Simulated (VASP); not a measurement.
# ZnO (zincite) (P6_3mc) in VASP: further runs

Aim: see how the results for ZnO (zincite) move with the level of theory and the settings. Levels: LDA, PBE+D3(BJ). Tasks: relaxation of cell and atoms.

Program: VASP 6.6.1. These are calculated values, not measurements. Logs are shortened: lines on timing, memory, paths and dates and some standing lists are left out, and cuts for length are marked.

### 1 The structure

The structure is hexagonal, space group P6_3mc (No. 186). The conventional cell has a = 3.194 Å, b = 3.194 Å, c = 5.164 Å, α = 90.00°, β = 90.00°, γ = 120.00°. Zn (site symmetry 3m) is surrounded by 4 O at 1.95 Å. O (site symmetry 3m) is surrounded by 4 Zn at 1.95 Å.

### 2 Relaxation of cell and atoms, LDA

The input, INCAR:

```
SYSTEM = ZnO
  PREC = Accurate
  ENCUT = 600
  EDIFF = 1E-7
  ISMEAR = 0
  SIGMA = 0.03
  LREAL = .FALSE.
  LASPH = .TRUE.
  NELM = 80
  ALGO = Normal
  ISIF = 3
  LWAVE = .FALSE.
  LCHARG = .FALSE.
  GGA = CA
  IBRION = 2
  NSW = 90
  EDIFFG = -0.005
  KPAR = 2
```

The input, KPOINTS:

```
regular mesh
0
G
  9 9 5
  0 0 0
```

The input, POSCAR:

```
ZnO                                     
1.0
    3.1939360858      0.0000000000     -0.0000000000
   -1.5969680429      2.7660297883      0.0000000000
   -0.0000000000     -0.0000000000      5.1636354032
  Zn              O             
     2     2
Direct
     0.3333333332999970    0.6666666667000030    0.5003505569295141
     0.6666666667000030    0.3333333332999970    0.0003505569295142
     0.6666666667000030    0.3333333332999970    0.3786594430704869
     0.3333333332999970    0.6666666667000030    0.8786594430704867
```

Potentials or basis: VASP PAW LDA potentials, release 64 (Zn, O).

On the command line:

```
$ cat potpaw_LDA.64/Zn/POTCAR potpaw_LDA.64/O/POTCAR > POTCAR
$ mpirun -np 2 vasp_std > vasp.out
```

OUTCAR:

```text
SYSTEM = ZnO
   PREC = Accurate
   ENCUT = 600
   EDIFF = 1E-7
   ISMEAR = 0
   LREAL = .FALSE.
   LASPH = .TRUE.
   NELM = 80
   ISIF = 3
   GGA = CA
   IBRION = 2
   NSW = 90
   EDIFFG = -0.005

 ion  position               nearest neighbor table
   1  0.333  0.667  0.500-   3 1.95   3 1.95   3 1.95   4 1.95
   2  0.667  0.333  0.000-   4 1.95   4 1.95   4 1.95   3 1.95
   3  0.667  0.333  0.379-   1 1.95   1 1.95   1 1.95   2 1.95
   4  0.333  0.667  0.879-   2 1.95   2 1.95   2 1.95   1 1.95

  LATTYP: Found a hexagonal cell.
 ALAT       =     3.1939360858
 C/A-ratio  =     1.6166996660

  Lattice vectors:

 A1 = (   3.1939360858,   0.0000000000,   0.0000000000)
 A2 = (  -1.5969680429,   2.7660297883,   0.0000000000)
 A3 = (   0.0000000000,   0.0000000000,   5.1636354032)

Analysis of symmetry for initial positions (statically):
=====================================================================
 Subroutine PRICEL returns:
 Original cell was already a primitive cell.

 Routine SETGRP: Setting up the symmetry group for a
 hexagonal supercell.

 Subroutine GETGRP returns: Found 12 space group operations
 (whereof  6 operations were pure point group operations)
 out of a pool of 24 trial point group operations.

The static configuration has the point symmetry C_3v.
 The point group associated with its full space group is C_6v.

Analysis of symmetry for dynamics (positions and initial velocities):
=====================================================================
 Subroutine PRICEL returns:
 Original cell was already a primitive cell.

 Routine SETGRP: Setting up the symmetry group for a
 hexagonal supercell.

 Subroutine GETGRP returns: Found 12 space group operations
 (whereof  6 operations were pure point group operations)
 out of a pool of 24 trial point group operations.

The dynamic configuration has the point symmetry C_3v.
 The point group associated with its full space group is C_6v.

 Subroutine INISYM returns: Found 12 space group operations
 (whereof  6 operations are pure point group operations),
 and found     1 'primitive' translations

----------------------------------------------------------------------------------------

                                     Primitive cell

  volume of cell :      45.6183

  direct lattice vectors                    reciprocal lattice vectors
     3.193936086  0.000000000  0.000000000     0.313093303  0.180764503  0.000000000
    -1.596968043  2.766029788  0.000000000     0.000000000  0.361529006  0.000000000
     0.000000000  0.000000000  5.163635403     0.000000000  0.000000000  0.193662008

  length of vectors
     3.193936086  3.193936086  5.163635403     0.361529006  0.361529006  0.193662008

  position of ions in fractional coordinates (direct lattice)
     0.333333333  0.666666667  0.500350557
     0.666666667  0.333333333  0.000350557
     0.666666667  0.333333333  0.378659443
     0.333333333  0.666666667  0.878659443

  ion indices of the primitive-cell ions
   primitive index   ion index
                 1           1
                 2           2
                 3           3
                 4           4

----------------------------------------------------------------------------------------

 KPOINTS: regular mesh

Automatic generation of k-mesh.
 Grid dimensions read from file:
 generate k-points for:    9    9    5

 Generating k-lattice:

  Cartesian coordinates                     Fractional coordinates (reciprocal lattice)
     0.034788145  0.020084945  0.000000000     0.111111111 -0.000000000  0.000000000
     0.000000000  0.040169890  0.000000000     0.000000000  0.111111111  0.000000000
     0.000000000  0.000000000  0.038732402     0.000000000  0.000000000  0.200000000

  Length of vectors
     0.040169890  0.040169890  0.038732402

  Shift w.r.t. Gamma in fractional coordinates (k-lattice)
     0.000000000  0.000000000  0.000000000

 Subroutine IBZKPT returns following result:
 ===========================================

 Found     36 irreducible k-points:

 Following reciprocal coordinates:
            Coordinates               Weight
  0.000000  0.000000  0.000000      1.000000
  0.111111 -0.000000  0.000000      6.000000
  0.222222 -0.000000  0.000000      6.000000
  0.333333  0.000000  0.000000      6.000000
  0.444444 -0.000000  0.000000      6.000000
  0.111111  0.111111  0.000000      6.000000
[... 16 lines left out ...]
  0.333333  0.222222  0.200000     24.000000
  0.333333  0.333333  0.200000      4.000000
 [... further k-points ...]
   k-points           NKPTS =     36   k-points in BZ     NKDIM =     36   number of bands    NBANDS=     22
   number of dos      NEDOS =    301   number of ions     NIONS =      4
   total plane-waves  NPLWV =  32928
   dimension x,y,z NGX =    28 NGY =   28 NGZ =   42
   dimension x,y,z NGXF=    56 NGYF=   56 NGZF=   84
   ions per type =               2   2
   NGX,Y,Z   is equivalent  to a cutoff of  14.57, 14.57, 13.52 a.u.
   NGXF,Y,Z  is equivalent  to a cutoff of  29.15, 29.15, 27.04 a.u.
 SYSTEM =  ZnO
   PREC   = accura    normal or accurate (medium, high low for compatibility)
   ISTART =      0    job   : 0-new  1-cont  2-samecut
   ICHARG =      2    charge: 1-file 2-atom 10-const
   ISPIN  =      1    spin polarized calculation?
   LNONCOLLINEAR =      F non collinear calculations
   LSORBIT =      F    spin-orbit coupling
   LASPH  =      T    aspherical Exc in radial PAW
   ENCUT  =  600.0 eV  44.10 Ry    6.64 a.u.   6.38  6.38 10.31*2*pi/ulx,y,z
   NELM   =     80;   NELMIN=  2; NELMDL= -5     # of ELM steps
   EDIFF  = 0.1E-06   stopping-criterion for ELM
   LREAL  =      F    real-space projection
   EDIFFG = -.5E-02   stopping-criterion for IOM
   NSW    =     90    number of steps for IOM
   IBRION =      2    ionic relax: 0-MD 1-quasi-New 2-CG
   NFREE  =      1    steps in history (QN), initial steepest desc. (CG)
   ISIF   =      3    stress and relaxation
   ISYM   =      2    0-nonsym 1-usesym 2-fastsym
   POTIM  = 0.5000    time-step for ionic-motion
   TEBEG  =    0.0;   TEEND  =   0.0 temperature during run
   PSTRESS=    0.0 pullay stress
   NELECT =      36.0000    total number of electrons
   NUPDOWN=      -1.0000    fix difference up-down
   EMIN   =  10.00;   EMAX   =-10.00  energy-range for DOS
[... 15 lines left out ...]
   LEPSILON=     F    determine dielectric tensor
   LRPA    =     F    only Hartree local field effects (RPA)
 conjugate gradient relaxation of ions
 non-spin polarized calculation
 Gauss-broadening in eV      SIGMA  =   0.03
  energy-cutoff  :      600.00
  volume of cell :       45.62
 maximum number of plane-waves:      1533
 NGX is ok and might be reduce to    28
   NGX = 13   NGY = 13   NGZ = 21

 number of electron      35.9999998 magnetization

 Free energy of the ion-electron system (eV)
  ---------------------------------------------------
  ext. energy  EPLUGINS =         0.00000000
  ---------------------------------------------------
  free energy    TOTEN  =       -21.16321972 eV

  energy without entropy =      -21.16321972  energy(sigma->0) =      -21.16321972

 E-fermi :   1.4211     XC(G=0): -11.6905

 val. band max:        1.2858727151   @ k =   0.0000   0.0000   0.0000
 cond. band min:       2.0857018303   @ k =   0.0000   0.0000   0.0000
 fundamental gap:      0.7998291152
 Fermi energy:         1.4211448057

 k-point     1 :       0.0000    0.0000    0.0000
  band No.  band energies     occupation
      1     -16.8812      2.00000
      2     -16.0492      2.00000
      3      -4.7852      2.00000
      4      -4.7097      2.00000
      5      -4.7097      2.00000
      6      -4.6742      2.00000
[... 14 lines left out ...]
     21       9.4672      0.00000
     22      14.2210      0.00000

 k-point     2 :       0.1111   -0.0000    0.0000
  band No.  band energies     occupation
      1     -16.8035      2.00000
      2     -16.0142      2.00000
      3      -4.8068      2.00000
      4      -4.6701      2.00000
      5      -4.6683      2.00000
      6      -4.6297      2.00000
[... 14 lines left out ...]
     21       9.4517      0.00000
     22      13.0021      0.00000

 k-point     3 :       0.2222   -0.0000    0.0000
  band No.  band energies     occupation
      1     -16.5953      2.00000
      2     -15.9301      2.00000
      3      -4.9816      2.00000
      4      -4.6271      2.00000
      5      -4.5720      2.00000
      6      -4.4868      2.00000
[... 14 lines left out ...]
     21       9.3828      0.00000
     22      11.2807      0.00000

 k-point     4 :       0.3333    0.0000    0.0000
  band No.  band energies     occupation
      1     -16.3295      2.00000
      2     -15.8510      2.00000
      3      -5.0863      2.00000
      4      -4.6977      2.00000
      5      -4.4854      2.00000
      6      -4.2967      2.00000
[... 14 lines left out ...]
     21       9.1614      0.00000
     22      10.1428      0.00000

 k-point     5 :       0.4444   -0.0000    0.0000
  band No.  band energies     occupation
      1     -16.1194      2.00000
      2     -15.8282      2.00000
      3      -5.0348      2.00000
      4      -4.8020      2.00000
      5      -4.4460      2.00000
      6      -4.1103      2.00000
[... 14 lines left out ...]
     21       8.7576      0.00000
     22       9.9628      0.00000

 k-point     6 :       0.1111    0.1111    0.0000
  band No.  band energies     occupation
      1     -16.6603      2.00000
      2     -15.9546      2.00000
      3      -4.8947      2.00000
      4      -4.7012      2.00000
      5      -4.5664      2.00000
      6      -4.5258      2.00000
[... 14 lines left out ...]
     21       9.4263      0.00000
     22      11.8063      0.00000

 k-point     7 :       0.2222    0.1111    0.0000
  band No.  band energies     occupation
      1     -16.4220      2.00000
      2     -15.8734      2.00000
      3      -4.9977      2.00000
      4      -4.6953      2.00000
      5      -4.5192      2.00000
      6      -4.3881      2.00000
[... 324 lines left out ...]
      6      -4.2554      2.00000
[... 14 lines left out ...]
     21       9.5696      0.00000
     22      10.0577      0.00000

 k-point    21 :       0.4444    0.1111    0.2000
  band No.  band energies     occupation
      1     -16.0309      2.00000
      2     -15.8485      2.00000
      3      -5.0096      2.00000
      4      -4.8662      2.00000
      5      -4.4403      2.00000
      6      -4.1574      2.00000
[... 14 lines left out ...]
     21       9.1252      0.00000
     22      10.0505      0.00000

 k-point    22 :       0.2222    0.2222    0.2000
  band No.  band energies     occupation
      1     -16.1625      2.00000
      2     -15.8603      2.00000
      3      -4.9339      2.00000
      4      -4.8385      2.00000
      5      -4.4114      2.00000
      6      -4.3851      2.00000
[... 14 lines left out ...]
     21      10.0731      0.00000
     22      10.0742      0.00000

 k-point    23 :       0.3333    0.2222    0.2000
  band No.  band energies     occupation
      1     -15.9956      2.00000
      2     -15.8471      2.00000
      3      -4.8505      2.00000
      4      -4.6775      2.00000
      5      -4.4677      2.00000
      6      -4.2527      2.00000
[... 14 lines left out ...]
     21       9.4147      0.00000
     22      10.0344      0.00000

 k-point    24 :       0.3333    0.3333    0.2000
  band No.  band energies     occupation
      1     -15.8907      2.00000
      2     -15.8907      2.00000
      3      -4.7493      2.00000
      4      -4.5177      2.00000
      5      -4.5177      2.00000
      6      -4.1805      2.00000
[... 14 lines left out ...]
     21       9.1722      0.00000
     22       9.3573      0.00000

 [... further k-points ...]

------------------------ aborting loop because EDIFF is reached ----------------------------------------

  FORCE on cell =-STRESS in cart. coord.  units (eV):
  Direction    XX          YY          ZZ          XY          YZ          ZX
  --------------------------------------------------------------------------------------
  -------------------------------------------------------------------------------------
  Total       -0.0002504     -0.0002504      0.0185729      0.0000000      0.0000000      0.0000000
  in kB       -0.0087937     -0.0087937      0.6523071      0.0000000      0.0000000      0.0000000
  external PRESSURE =       0.2115732 kB  Pullay stress =       0.0000000 kB

 VOLUME and BASIS-vectors are now :
 -----------------------------------------------------------------------------
  energy-cutoff  :      600.00
  volume of cell :       45.62
      direct lattice vectors                 reciprocal lattice vectors
     3.193936086  0.000000000  0.000000000     0.313093303  0.180764503  0.000000000
    -1.596968043  2.766029788  0.000000000     0.000000000  0.361529006  0.000000000
     0.000000000  0.000000000  5.163635403     0.000000000  0.000000000  0.193662008

 POSITION                                       TOTAL-FORCE (eV/Angst)
 -----------------------------------------------------------------------------------
     -0.00000      1.84402      2.58363        -0.000000      0.000000     -0.003649
      1.59697      0.92201      0.00181         0.000000      0.000000     -0.003649
      1.59697      0.92201      1.95526        -0.000000     -0.000000      0.003649
     -0.00000      1.84402      4.53708         0.000000      0.000000      0.003649
 -----------------------------------------------------------------------------------
    total drift:                               -0.000000     -0.000000     -0.001055

  FREE ENERGIE OF THE ION-ELECTRON SYSTEM (eV)
  ---------------------------------------------------
  free  energy   TOTEN  =       -21.1632197226 eV

  energy  without entropy=      -21.1632197226  energy(sigma->0) =      -21.16321972

 reached required accuracy - stopping structural energy minimisation
```

Run time: 30 s. Hardware: 2 MPI ranks of Intel Xeon Platinum 8488C (Sapphire Rapids), shared host; peak memory 0.16 GiB.

Results:

* Free energy: -21.1632 eV
* Pressure after relaxing: 0.0 GPa
* Largest force after relaxing: 0.004 eV/Å
* Band gap on the k mesh: 0.80 eV, direct

Forces in eV/Å, atoms in the order of the input:
```
Zn   0.000  0.000 -0.004
Zn   0.000  0.000 -0.004
O    0.000  0.000  0.004
O    0.000  0.000  0.004
```

Final structure:
```xyz
4
Lattice="3.1939 0.0000 0.0000 -1.5970 2.7660 0.0000 0.0000 0.0000 5.1636" Properties=species:S:1:pos:R:3 pbc="T T T"
Zn    0.0000    1.8440    2.5836
Zn    1.5970    0.9220    0.0018
O     1.5970    0.9220    1.9553
O     0.0000    1.8440    4.5371
```

Caveat: the relaxation stopped at its first step, so nothing moved.

### 3 Relaxation of cell and atoms, PBE+D3(BJ)

This run uses another cell than the first one, of 11.90 Å³/atom, 1.043 times its volume.

The input, INCAR:

```
  PREC = Accurate
  ENCUT = 600
  EDIFF = 1E-6
  ISMEAR = 0
  SIGMA = 0.03
  LREAL = F
  LASPH = T
  NELM = 80
  ALGO = Normal
  ISIF = 3
  LWAVE = F
  LCHARG = F
  GGA = PE
  IVDW = 12
  IBRION = 2
  NSW = 90
  EDIFFG = -0.01
```

The input, KPOINTS:

```
regular mesh
0
Gamma
  9 9 5
```

The input, POSCAR:

```
ZnO
1.0
    3.2493080000      0.0000000000      0.0000000000
   -1.6246540000      2.8139832727      0.0000000000
    0.0000000000      0.0000000000      5.2057090000
Zn O
2 2
Direct
    0.3333333333      0.6666666667      0.5000000000
    0.6666666667      0.3333333333      0.0000000000
    0.6666666667      0.3333333333      0.3790100000
    0.3333333333      0.6666666667      0.8790100000
```

Potentials or basis: VASP PAW PBE potentials, release 64 (Zn, O).

On the command line:

```
$ cat potpaw_PBE.64/Zn/POTCAR potpaw_PBE.64/O/POTCAR > POTCAR
$ mpirun -np 1 vasp_std > vasp.out
```

Wall time 4.5 min (1 thread of Intel Xeon Platinum 8488C (Sapphire Rapids), shared host); peak memory 0.21 GiB.

Results (log left out):

```
Free energy                            : -18.7319 eV
Relaxed volume                         : 12.13 Å³/atom
Relaxed cell                           : a = 3.262 Å, b = 3.262 Å, c = 5.265 Å, α = 90.00°, β = 90.00°, γ = 120.00°
Space group after relaxing (to 0.05 Å) : P6_3mc (No. 186)
Energy gained by relaxing              : 2.2 meV/atom
Ionic steps                            : 10
Pressure after relaxing                : 0.0 GPa
Largest force after relaxing           : 0.008 eV/Å
Band gap on the k mesh                 : 0.75 eV, direct
Dispersion energy per atom             : -0.220 eV
```

Forces in eV/Å, atoms in the order of the input:
```
Zn   0.000  0.000  0.008
Zn   0.000  0.000  0.008
O    0.000  0.000 -0.008
O    0.000  0.000 -0.008
```

Step by step:
| step | energy change (eV) | largest force (eV/Å) | pressure (GPa) | volume (Å³) |
| --- | --- | --- | --- | --- |
| 1 | 0.0000 | 0.0724 | 2.75 | 47.60 |
| 2 | -0.0064 | 0.0341 | -1.31 | 49.02 |
| 3 | -0.0087 | 0.0023 | 0.11 | 48.52 |
| 4 | -0.0087 | 0.0053 | -0.12 | 48.57 |
| 5 | -0.0087 | 0.0042 | -0.18 | 48.55 |
| 6 | -0.0088 | 0.0115 | 0.15 | 48.46 |
| 7 | -0.0088 | 0.0087 | 0.10 | 48.49 |
| 8 | -0.0088 | 0.0131 | -0.02 | 48.50 |
| 9 | -0.0088 | 0.0162 | -0.04 | 48.51 |
| 10 | -0.0089 | 0.0082 | 0.02 | 48.50 |

Final structure:
```yaml
crystal:
  lattice:
    - [3.26158, 0.00000, 0.00000]
    - [-1.63079, 2.82461, 0.00000]
    - [0.00000, 0.00000, 5.26473]
  atoms:
    - { symbol: Zn, position: [0.33333, 0.66667, 0.49990] }
    - { symbol: Zn, position: [0.66667, 0.33333, 0.99990] }
    - { symbol: O, position: [0.66667, 0.33333, 0.37911] }
    - { symbol: O, position: [0.33333, 0.66667, 0.87911] }
```

Levels at points of the mesh, in eV from the valence-band top:
```tsv
k point	band 14	band 15	band 16	band 17	band 18	band 19	band 20	band 21	band 22
(0.00, 0.00, 0.00)	-0.77	-0.77	-0.08	0.00	0.00	0.75	5.15	8.12	12.81
```

### 4 Relaxation of cell and atoms, PBE+D3(BJ)

This run uses another cell than the first one, of 12.13 Å³/atom, 1.063 times its volume.

INCAR, as its differences from that of step 3:

```diff
@@ -2,3 +2,3 @@
   ENCUT = 600
-  EDIFF = 1E-6
+  EDIFF = 1E-7
   ISMEAR = 0
@@ -16,2 +16,2 @@
   NSW = 90
-  EDIFFG = -0.01
+  EDIFFG = -0.005
```

KPOINTS is that of step 3.

The input, POSCAR:

```
ZnO                                     
1.0
    3.2615842106      0.0000000000      0.0000000000
   -1.6307921053      2.8246147830      0.0000000000
    0.0000000000      0.0000000000      5.2647272390
  Zn              O             
     2     2
Direct
     0.3333333332999970    0.6666666667000030    0.4998961969673507
     0.6666666667000030    0.3333333332999970    0.9998961969673505
     0.6666666667000030    0.3333333332999970    0.3791138030326503
     0.3333333332999970    0.6666666667000030    0.8791138030326504
```

On the command line:

```
$ cat potpaw_PBE.64/Zn/POTCAR potpaw_PBE.64/O/POTCAR > POTCAR
$ mpirun -np 1 vasp_std > vasp.out
```

It took 1.9 min on 1 thread of Intel Xeon Platinum 8488C (Sapphire Rapids), shared host; peak memory 0.2 GiB.

Results (log left out):

```
Free energy                            : -18.7338 eV
Relaxed volume                         : 12.13 Å³/atom
Relaxed cell                           : a = 3.262 Å, b = 3.262 Å, c = 5.265 Å, α = 90.00°, β = 90.00°, γ = 120.00°
Space group after relaxing (to 0.05 Å) : P6_3mc (No. 186)
Energy gained by relaxing              : 0.0 meV/atom
Ionic steps                            : 3
Pressure after relaxing                : 0.0 GPa
Largest force after relaxing           : 0.004 eV/Å
Band gap on the k mesh                 : 0.75 eV, direct
Dispersion energy per atom             : -0.220 eV
```

Forces in eV/Å, atoms in the order of the input:
```
Zn   0.000  0.000  0.004
Zn   0.000  0.000  0.004
O    0.000  0.000 -0.004
O    0.000  0.000 -0.004
```

Final structure:
```cif
data_structure
_symmetry_space_group_name_H-M 'P 1'
_symmetry_Int_Tables_number 1
_cell_length_a 3.2620
_cell_length_b 3.2620
_cell_length_c 5.2647
_cell_angle_alpha 90.000
_cell_angle_beta 90.000
_cell_angle_gamma 120.000
_cell_volume 48.52
loop_
_atom_site_label
_atom_site_type_symbol
_atom_site_fract_x
_atom_site_fract_y
_atom_site_fract_z
_atom_site_occupancy
Zn1 Zn 0.33333 0.66667 0.49994 1
Zn2 Zn 0.66667 0.33333 0.99994 1
O1 O 0.66667 0.33333 0.37907 1
O2 O 0.33333 0.66667 0.87907 1
```

Levels at points of the mesh, in eV from the valence-band top:
```csv
k point,band 16,band 17,band 18,band 19,band 20,band 21
"(0.00, 0.00, 0.00)",-0.08,0.00,0.00,0.75,5.15,8.13
```
